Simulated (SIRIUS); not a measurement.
# TaN (P-6m2) in SIRIUS: convergence with k mesh

Aim: find how far k mesh must go before the results for TaN settle, at PBE. This setting moves, with any that are tied to it; all else stays.

Program: SIRIUS 7.10.0. These are calculated values, not measurements. Logs are shortened: lines on timing, memory, paths and dates and some standing lists are left out, and cuts for length are marked. The log counts tension as positive stress, the text compression.

**1. Starting point**

Symmetry: P-6m2, No. 187, hexagonal system. The conventional cell has a = 2.938 Å, b = 2.938 Å, c = 2.883 Å, α = 90.00°, β = 90.00°, γ = 120.00°. Ta (site symmetry -6m2) is surrounded by 6 N at 2.23 Å. N (site symmetry -6m2) has 6 Ta at 2.23 Å as nearest neighbours.

**2. With k mesh 2 × 2 × 2**

sirius.json reads:

```json
{
  "control": {
    "processing_unit": "cpu",
    "verbosity": 2,
    "num_bands_to_print": 16,
    "print_forces": true,
    "print_stress": true
  },
  "parameters": {
    "electronic_structure_method": "pseudopotential",
    "xc_functionals": ["XC_GGA_X_PBE", "XC_GGA_C_PBE"],
    "gk_cutoff": 9.2,
    "pw_cutoff": 18.4,
    "ngridk": [2, 2, 2],
    "shiftk": [0, 0, 0],
    "smearing": "fermi_dirac",
    "smearing_width": 0.0018374661,
    "num_bands": 16,
    "num_mag_dims": 0,
    "num_dft_iter": 100,
    "energy_tol": 1e-08,
    "density_tol": 1e-06
  },
  "iterative_solver": {
    "type": "davidson",
    "min_tolerance": 1e-10
  },
  "mixer": {
    "type": "anderson",
    "beta": 0.7,
    "max_history": 8
  },
  "settings": {
    "tol_ne": 1e-10
  },
  "unit_cell": {
    "lattice_vectors": [
      [5.552015354151, 0.0, 0.0],
      [-2.776007677075, 4.80818633886, 0.0],
      [0.0, 0.0, 5.448080417296]
    ],
    "atom_coordinate_units": "lattice",
    "atom_types": ["Ta", "N"],
    "atom_files": {
      "N": "N.json",
      "Ta": "Ta.json"
    },
    "atoms": {
      "Ta": [
        [0.0, 0.0, 0.5]
      ],
      "N": [
        [0.6666666667, 0.3333333333, 0.0]
      ]
    }
  }
}
```

Potentials or basis: PseudoDojo 0.4.1 PBE standard (scalar relativistic).

Run with:

```bash
$ upf_to_json N.upf
$ upf_to_json Ta.upf
$ OMP_NUM_THREADS=1 sirius.scf --input=sirius.json --output=out.json --task=0
```

What it wrote:

```text
[info] SIRIUS version : 7.10.0
[info] number of MPI ranks           : 1
[info] MPI grid                      : 1 1
[info] maximum number of OMP threads : 1
[fft] FFT context for density and potential
[fft] =====================================
[fft]   comm size                             : 1
[fft]   plane wave cutoff                     : 18.4
[fft]   grid size                             : 36 36 36   total : 46656
[fft]   grid limits                           : -17 18   -17 18   -17 18
[fft]   number of G-vectors within the cutoff : 7648
[fft]   local number of G-vectors             : 7648
[fft]   number of G-shells                    : 818
[fft] FFT context for coarse grid
[fft] =====================================
[fft]   comm size                             : 1
[fft]   plane wave cutoff                     : 18.4
[fft]   grid size                             : 36 36 36   total : 46656
[fft]   grid limits                           : -17 18   -17 18   -17 18
[fft]   number of G-vectors within the cutoff : 7648
[fft]   local number of G-vectors             : 7648
[fft]   number of G-shells                    : 818
[unit cell] lattice vectors
[unit cell]   a1 :       5.5520153542      0.0000000000      0.0000000000
[unit cell]   a2 :      -2.7760076771      4.8081863389      0.0000000000
[unit cell]   a3 :       0.0000000000      0.0000000000      5.4480804173
[unit cell] reciprocal lattice vectors
[unit cell]   b1 :       1.1316945121      0.6533841312     -0.0000000000
[unit cell]   b2 :       0.0000000000      1.3067682624      0.0000000000
[unit cell]   b3 :       0.0000000000     -0.0000000000      1.1532842443
[unit cell] unit cell volume :       145.43718437 [a.u.^3]
[unit cell] 1/sqrt(omega)    :         0.08292057
[unit cell] MT volume        :         0.00000000 ( 0.00%)
[unit cell] IT volume        :       145.43718437 (100.00%)
[unit cell] number of atom types : 2
[unit cell] type id : 0 symbol : Ta mt_radius :  14.490000 num_atoms : 1
[unit cell] type id : 1 symbol :  N mt_radius :  10.570000 num_atoms : 1
[unit cell] total number of atoms : 2
[unit cell] number of symmetry classes : 2
[unit cell] number of PAW atoms : 0
[unit cell] atom id  type id  class id             position                      vector_field
[unit cell] ------------------------------------------------------------------------------------------
[unit cell]      0        0        0      0.00000   0.00000   0.50000      0.00000   0.00000   0.00000
[unit cell]      1        1        1      0.66667   0.33333   0.00000      0.00000   0.00000   0.00000
[unit cell] atom id         position (Cartesian, a.u.)
[unit cell] ---------------------------------------------
[unit cell]      0       0.000000    0.000000    2.724040
[unit cell]      1       2.776008    1.602729    0.000000
[unit cell] class id : 0 atom id : 0
[unit cell] class id : 1 atom id : 1
[unit cell] minimum bond length:     4.206585
[unit cell] total number of pseudo wave-functions: 14
[sym] space group number   : 187
[sym] international symbol : P-6m2
[sym] Hall symbol          : P -6 2
[sym] space group transformation matrix :
[sym]   1.0000  0.0000  0.0000
[sym]   0.0000  1.0000  0.0000
[sym]   0.0000  0.0000  1.0000
[sym] space group origin shift :
[sym]   0.0000  0.0000  0.0000
[sym] number of space group operations  : 12
[sym] number of magnetic group operations : 12
[sym] metric tensor error: 3.4919e-10
[sym] rotation matrix error: 1.3081e-11
[sym] symmetry operations
[... list of symmetry operations ...]
[atom type] label          : Ta
[atom type] --------------------------------------------------------------------------------
[atom type] symbol         : Ta
[... 319 lines left out ...]
[diagonalize] ik:    1   -1.784266   -0.575391   -0.546466   -0.544150    0.179851    0.438306    0.555337    0.607949    0.630758    0.846355    0.886418    0.929523    0.931400    1.011555    1.152077    1.323774
[diagonalize] ik:    2   -1.785196   -0.582566   -0.535066   -0.535066    0.192414    0.399524    0.608016    0.608016    0.732603    0.732603    0.827164    0.861221    0.861221    1.042052    1.069369    1.335373
[diagonalize] ik:    3   -1.782515   -0.573278   -0.569329   -0.542912    0.168884    0.475158    0.517081    0.535406    0.724374    0.892777    0.931559    0.954852    1.000880    1.112762    1.187212    1.236520
[find] Charges and magnetic moments
[find] --------------------------------------------------------------------------------
[find] total charge          : 18.000000
[find] Energy
[find] --------------------------------------------------------------------------------
[find] valence_eval_sum               :      -2.02378412
[find] <rho|V^{XC}>                   :     -13.67975469
[find] <rho|E^{XC}>                   :     -17.92594007
[find] <mag|B^{XC}>                   :       0.00000000
[find] <rho|V^{H}>                    :      15.55022596
[find] one-electron contribution      :      -3.89425539 (Ha),      -7.78851077 (Ry)
[find] hartree contribution           :       7.77511298
[find] xc contribution                :     -17.92594007
[find] ewald contribution             :     -61.51921508
[find] PAW contribution               :       0.00000000
[find] smearing (-TS)                 :      -0.00071697
[find] SCF correction                 :       0.00000003
[find] Total energy                   :     -75.56429752 (Ha),    -151.12859505 (Ry)
[find] Free energy (E-TS)             :     -75.56501449 (Ha),    -151.13002898 (Ry)
[find] band gap (eV)                  :       0.00000000
[find] Efermi                         :       0.73271926
[find] iteration : 16, RMS : 1.722432689146e-09, energy difference : 1.882938249764e-11
[find] Hartree energy of density residual : 1.608879678895e-16
[find] bands are converged : true
[find] iterative solver converged : true
[find] converged after 17 SCF iterations!
[find] Charges and magnetic moments
[find] --------------------------------------------------------------------------------
[find] total charge          : 18.000000
[find] Energy
[find] --------------------------------------------------------------------------------
[find] valence_eval_sum               :      -2.02378412
[find] <rho|V^{XC}>                   :     -13.67975469
[find] <rho|E^{XC}>                   :     -17.92594007
[find] <mag|B^{XC}>                   :       0.00000000
[find] <rho|V^{H}>                    :      15.55022596
[find] one-electron contribution      :      -3.89425539 (Ha),      -7.78851077 (Ry)
[find] hartree contribution           :       7.77511298
[find] xc contribution                :     -17.92594007
[find] ewald contribution             :     -61.51921508
[find] PAW contribution               :       0.00000000
[find] smearing (-TS)                 :      -0.00071697
[find] SCF correction                 :       0.00000003
[find] Total energy                   :     -75.56429752 (Ha),    -151.12859505 (Ry)
[find] Free energy (E-TS)             :     -75.56501449 (Ha),    -151.13002898 (Ry)
[find] band gap (eV)                  :       0.00000000
[find] Efermi                         :       0.73271926
[ground_state] === stress tensor components [kbar] ===
[ground_state] === stress_kin ===
[ground_state] -32934.385377    0.000000   -0.000000
[ground_state]     0.000000-32934.385378   -0.000000
[ground_state]    -0.000000   -0.000000-32449.304951
[ground_state] === stress_har ===
[ground_state] -4564.026499    0.000000    0.000000
[ground_state]     0.000000-4564.026499   -0.000000
[ground_state]     0.000000   -0.000000-6600.503112
[ground_state] === stress_ewald ===
[ground_state] 43129.993787   -0.000000    0.000000
[ground_state]    -0.00000043129.993788    0.000000
[ground_state]     0.000000    0.00000038189.448569
[ground_state] === stress_vloc ===
[ground_state] -2669.896932    0.000000    0.000000
[ground_state]     0.000000-2669.896932    0.000000
[ground_state]     0.000000    0.000000 3697.564231
[ground_state] === stress_xc ===
[ground_state] -8246.925183    0.000000    0.000000
[ground_state]     0.000000-8246.925183    0.000000
[ground_state]     0.000000    0.000000-8252.517392
[ground_state] === stress_core ===
[ground_state] 16818.384505   -0.000000    0.000000
[ground_state]    -0.00000016818.384505    0.000000
[ground_state]     0.000000    0.00000016807.028774
[ground_state] === stress_nonloc ===
[ground_state] -11527.029964    0.000000    0.000000
[ground_state]     0.000000-11527.029964   -0.000000
[ground_state]     0.000000   -0.000000-11412.794300
[ground_state] === stress_us_nl ===
[ground_state] -11527.029964    0.000000    0.000000
[ground_state]     0.000000-11527.029964   -0.000000
[ground_state]     0.000000   -0.000000-11412.794300
[ground_state] === stress_total ===
[ground_state]     6.114336   -0.000000    0.000000
[ground_state]    -0.000000    6.114336   -0.000000
[ground_state]     0.000000   -0.000000  -21.078181
[ground_state] ==== total Forces in Ha/bohr =====
[ground_state] atom:    0, force:       0.0000000     -0.0000000      0.0000000
[ground_state] atom:    1, force:       0.0000000      0.0000000      0.0000000
[ground_state] ==== ultrasoft contribution from Qij =====
[ground_state] atom:    0, force:       0.0000000      0.0000000      0.0000000
[ground_state] atom:    1, force:       0.0000000      0.0000000      0.0000000
[ground_state] ==== non-local contribution from Beta-projector =====
[ground_state] atom:    0, force:       0.0000000      0.0000000      0.0000000
[ground_state] atom:    1, force:       0.0000000      0.0000000      0.0000000
[ground_state] ==== contribution from local potential =====
[ground_state] atom:    0, force:      -0.0000000      0.0000000      0.0000000
[ground_state] atom:    1, force:       0.0000000      0.0000000      0.0000000
[ground_state] ==== contribution from core density =====
[ground_state] atom:    0, force:       0.0000000      0.0000000      0.0000000
[ground_state] atom:    1, force:       0.0000000      0.0000000      0.0000000
[ground_state] ==== Ewald forces from ions =====
[ground_state] atom:    0, force:       0.0000000     -0.0000000      0.0000000
[ground_state] atom:    1, force:       0.0000000      0.0000000      0.0000000
[~DFT_ground_state] local op. applied: 2128
[~DFT_ground_state] evp. work count: 507.557
[~DFT_ground_state] number of iterative solver steps: 122
```

Wall time 6.6 s (1 thread of Arm Neoverse V1, shared host); peak memory 0.17 GiB.

What came out:

```yaml
Free_energy: -2056.2288 eV
Pressure: 0.3 GPa
Band_gap_on_the_k_mesh: none (metal or under the smearing width)
```

**3. With k mesh 4 × 4 × 4**

sirius.json, as its differences from that of step 2:

```diff
@@ -13,3 +13,3 @@
     "pw_cutoff": 18.4,
-    "ngridk": [2, 2, 2],
+    "ngridk": [4, 4, 4],
     "shiftk": [0, 0, 0],
```

Potentials or basis: PseudoDojo 0.4.1 PBE standard (scalar relativistic).

Run with:

```bash
$ upf_to_json N.upf
$ upf_to_json Ta.upf
$ OMP_NUM_THREADS=1 sirius.scf --input=sirius.json --output=out.json --task=0
```

Wall time 13 s (1 thread of Arm Neoverse V1, shared host); peak memory 0.17 GiB.

What came out:

```
Free energy            : -2056.0863 eV
Pressure               : 5.2 GPa
Band gap on the k mesh : 0.00 eV
```

**4. With k mesh 6 × 6 × 5**

sirius.json, as its differences from that of step 3:

```diff
@@ -13,3 +13,3 @@
     "pw_cutoff": 18.4,
-    "ngridk": [4, 4, 4],
+    "ngridk": [6, 6, 5],
     "shiftk": [0, 0, 0],
```

Run with:

```bash
$ upf_to_json N.upf
$ upf_to_json Ta.upf
$ OMP_NUM_THREADS=1 sirius.scf --input=sirius.json --output=out.json --task=0
```

Run time: 20 s. Hardware: 1 thread of Arm Neoverse V1, shared host; peak memory 0.19 GiB.

What came out:

- Free energy: -2056.1586 eV
- Pressure: 4.5 GPa
- Band gap on the k mesh: none (metal or under the smearing width)

**5. With k mesh 7 × 7 × 6**

sirius.json, as its differences from that of step 4:

```diff
@@ -13,3 +13,3 @@
     "pw_cutoff": 18.4,
-    "ngridk": [6, 6, 5],
+    "ngridk": [7, 7, 6],
     "shiftk": [0, 0, 0],
```

Run with:

```bash
$ upf_to_json N.upf
$ upf_to_json Ta.upf
$ OMP_NUM_THREADS=1 sirius.scf --input=sirius.json --output=out.json --task=0
```

Wall time 29 s (1 thread of Arm Neoverse V1, shared host); peak memory 0.24 GiB.

The run converged. Its results:

```yaml
Free_energy: -2056.1524 eV
Pressure: 4.5 GPa
Band_gap_on_the_k_mesh: none (metal or under the smearing width)
```

**6. With k mesh 8 × 8 × 8**

sirius.json, as its differences from that of step 5:

```diff
@@ -13,3 +13,3 @@
     "pw_cutoff": 18.4,
-    "ngridk": [7, 7, 6],
+    "ngridk": [8, 8, 8],
     "shiftk": [0, 0, 0],
```

Potentials or basis: PseudoDojo 0.4.1 PBE standard (scalar relativistic).

Run with:

```bash
$ upf_to_json N.upf
$ upf_to_json Ta.upf
$ OMP_NUM_THREADS=1 sirius.scf --input=sirius.json --output=out.json --task=0
```

Run time: 44 s. Hardware: 1 thread of Arm Neoverse V1, shared host; peak memory 0.3 GiB.

It converged, with:

```
Free energy            : -2056.1537 eV
Pressure               : 4.5 GPa
Band gap on the k mesh : none (metal or under the smearing width)
```

**7. With k mesh 10 × 10 × 9**

sirius.json, as its differences from that of step 6:

```diff
@@ -13,3 +13,3 @@
     "pw_cutoff": 18.4,
-    "ngridk": [8, 8, 8],
+    "ngridk": [10, 10, 9],
     "shiftk": [0, 0, 0],
```

Run with:

```bash
$ upf_to_json N.upf
$ upf_to_json Ta.upf
$ OMP_NUM_THREADS=1 sirius.scf --input=sirius.json --output=out.json --task=0
```

Run time: 57 s. Hardware: 1 thread of Arm Neoverse V1, shared host; peak memory 0.38 GiB.

It converged, with:

```
Free energy            : -2056.1539 eV
Pressure               : 4.5 GPa
Band gap on the k mesh : none (metal or under the smearing width)
```

**8. With k mesh 12 × 12 × 11**

sirius.json, as its differences from that of step 7:

```diff
@@ -13,3 +13,3 @@
     "pw_cutoff": 18.4,
-    "ngridk": [10, 10, 9],
+    "ngridk": [12, 12, 11],
     "shiftk": [0, 0, 0],
@@ -37,6 +37,7 @@
     "lattice_vectors": [
-      [5.552015354151, 0.0, 0.0],
-      [-2.776007677075, 4.80818633886, 0.0],
-      [0.0, 0.0, 5.448080417296]
+      [1.0, 0.0, 0.0],
+      [-0.5, 0.866025403778, 0.0],
+      [0.0, 0.0, 0.981279782165]
     ],
+    "lattice_vectors_scale": 5.5520153542,
     "atom_coordinate_units": "lattice",
```

Run with:

```bash
$ upf_to_json N.upf
$ upf_to_json Ta.upf
$ OMP_NUM_THREADS=1 sirius.scf --input=sirius.json --output=out.json --task=0
```

Wall time 95 s (1 thread of Arm Neoverse V1, shared host); peak memory 0.55 GiB.

It converged, with:

```
Free energy            : -2056.1534 eV
Pressure               : 4.5 GPa
Band gap on the k mesh : none (metal or under the smearing width)
```

**9. With k mesh 15 × 15 × 14**

sirius.json, as its differences from that of step 8:

```diff
@@ -13,3 +13,3 @@
     "pw_cutoff": 18.4,
-    "ngridk": [12, 12, 11],
+    "ngridk": [15, 15, 14],
     "shiftk": [0, 0, 0],
```

Potentials or basis: PseudoDojo 0.4.1 PBE standard (scalar relativistic).

Run with:

```bash
$ upf_to_json N.upf
$ upf_to_json Ta.upf
$ OMP_NUM_THREADS=1 sirius.scf --input=sirius.json --output=out.json --task=0
```

Wall time 3 min (1 thread of Arm Neoverse V1, shared host); peak memory 0.92 GiB.

Results (log left out):

```yaml
Free_energy: -2056.1534 eV
Pressure: 4.5 GPa
Band_gap_on_the_k_mesh: none (metal or under the smearing width)
```

**10. Summary**

```
      k mesh  energy less the tightest run, at zero smearing (meV/atom)  pressure (GPa)  SCF cycles  CPU time (s)  peak memory (GiB)
   2 × 2 × 2                                                     -32.93            0.29          17           6.6               0.17
   4 × 4 × 4                                                      34.03            5.18          17            13               0.17
   6 × 6 × 5                                                      -2.23            4.46          17            20               0.19
   7 × 7 × 6                                                       0.57            4.54          17            29               0.24
   8 × 8 × 8                                                      -0.11            4.52          17            44                0.3
 10 × 10 × 9                                                      -0.26            4.51          16            57               0.38
12 × 12 × 11                                                       0.05            4.51          17            95               0.55
15 × 15 × 14                                                       0.00            4.51          17           180               0.92
```

Against the tightest run, the energy stays within 1 meV/atom from 7 × 7 × 6 on; the pressure stays within 0.1 GPa from 6 × 6 × 5 on. Meshes of other sizes hit other points, so gaps and Fermi surfaces needn't settle smoothly. The tightest run that finished is the yardstick and may itself not be fully converged.
